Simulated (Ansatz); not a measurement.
BaSnO3:
```cif
data_BaO3Sn
_chemical_formula_sum 'Ba1 Sn1 O3'
_space_group_name_H-M_alt 'P 1'
_space_group_IT_number 1
_cell_length_a 4.08272
_cell_length_b 4.08272
_cell_length_c 4.08272
_cell_angle_alpha 90.000
_cell_angle_beta 90.000
_cell_angle_gamma 90.000
loop_
_space_group_symop_operation_xyz
  'x, y, z'
loop_
_atom_site_label
_atom_site_type_symbol
_atom_site_fract_x
_atom_site_fract_y
_atom_site_fract_z
_atom_site_occupancy
Ba1 Ba 0.00000 0.00000 0.00000 1
Sn1 Sn 0.50000 0.50000 0.50000 1
O1 O 0.00000 0.50000 0.50000 1
O2 O 0.50000 0.50000 0.00000 1
O3 O 0.50000 0.00000 0.50000 1
```

Relaxed with LDA.

Problem. Which orbitals make up the states near the band edges in LDA in the plane-wave PAW code Ansatz?

Solution. Top 1 eV of the valence band: O 2p 95 %. Bottom 1 eV of the conduction band: Sn 5s 57 %, O 2s 24 %, O 2p 15 %. Projections are on Löwdin-orthogonalised atomic valence shells; empty p or d shells of many metals are not among them.

Problem. Tabulate the density of states.

Solution. States/eV per cell of 5 atoms, in 0.25 eV bins, energy from the valence-band maximum.

```tsv
E (eV)	total	O 2p	Sn 5s	Sn 5p
-7.85	0.39	0.22	0.13	0.02
-7.60	0.46	0.25	0.15	0.02
-7.35	0.54	0.30	0.17	0.03
-7.10	0.69	0.38	0.20	0.04
-6.85	0.88	0.49	0.25	0.05
-6.60	0.85	0.48	0.22	0.06
-6.35	0.77	0.45	0.18	0.07
-6.10	0.67	0.40	0.14	0.07
-5.85	0.58	0.35	0.11	0.07
-5.60	0.50	0.31	0.08	0.07
-5.35	0.36	0.23	0.04	0.06
-5.10	0.24	0.16	0.02	0.05
-4.85	0.44	0.32	0.01	0.10
-4.60	1.92	1.39	0.01	0.44
-4.35	1.81	1.32	0.02	0.39
-4.10	1.27	0.93	0.02	0.24
-3.85	1.10	0.81	0.02	0.19
-3.60	1.03	0.76	0.02	0.16
-3.35	0.99	0.74	0.02	0.14
-3.10	0.95	0.72	0.02	0.12
-2.85	2.02	1.61	0.02	0.13
-2.60	2.36	1.94	0.01	0.09
-2.35	3.52	2.85	0.01	0.16
-2.10	2.36	1.92	0.02	0.12
-1.85	3.41	2.95	0.01	0.09
-1.60	10.36	9.33	0.02	0.07
-1.35	5.61	5.17	0.01	0.07
-1.10	5.42	5.05	0.01	0.07
-0.85	6.43	6.07	0.00	0.05
-0.60	6.58	6.25	0.00	0.04
-0.35	4.68	4.49	0.00	0.03
-0.10	1.87	1.83	0.00	0.01
0.15	0.00	0.00	0.00	0.00
0.40	0.00	0.00	0.00	0.00
0.65	0.00	0.00	0.00	0.00
0.90	0.00	0.00	0.00	0.00
1.15	0.00	0.00	0.00	0.00
1.40	0.01	0.00	0.01	0.00
1.65	0.03	0.00	0.02	0.00
1.90	0.05	0.01	0.03	0.00
2.15	0.07	0.01	0.04	0.00
2.40	0.09	0.02	0.05	0.00
2.65	0.11	0.03	0.06	0.00
2.90	0.14	0.03	0.07	0.01
3.15	0.16	0.04	0.08	0.01
3.40	0.19	0.05	0.09	0.01
3.65	0.22	0.06	0.11	0.01
3.90	0.26	0.07	0.13	0.02
4.15	0.30	0.08	0.14	0.02
4.40	0.36	0.10	0.16	0.03
4.65	0.41	0.12	0.18	0.04
4.90	0.54	0.16	0.24	0.05
5.15	0.87	0.22	0.32	0.07
5.40	1.10	0.24	0.33	0.13
5.65	1.69	0.26	0.35	0.37
5.90	1.86	0.26	0.32	0.42
```

Space group Pm-3m (cubic perovskite). The cell was relaxed with LDA under the symmetry of its start; phonons on a q-mesh show no instability. Scalar-relativistic: spin–orbit coupling is off unless named, which matters more the heavier the elements.

Potentials: the later of the program's two PAW sets.
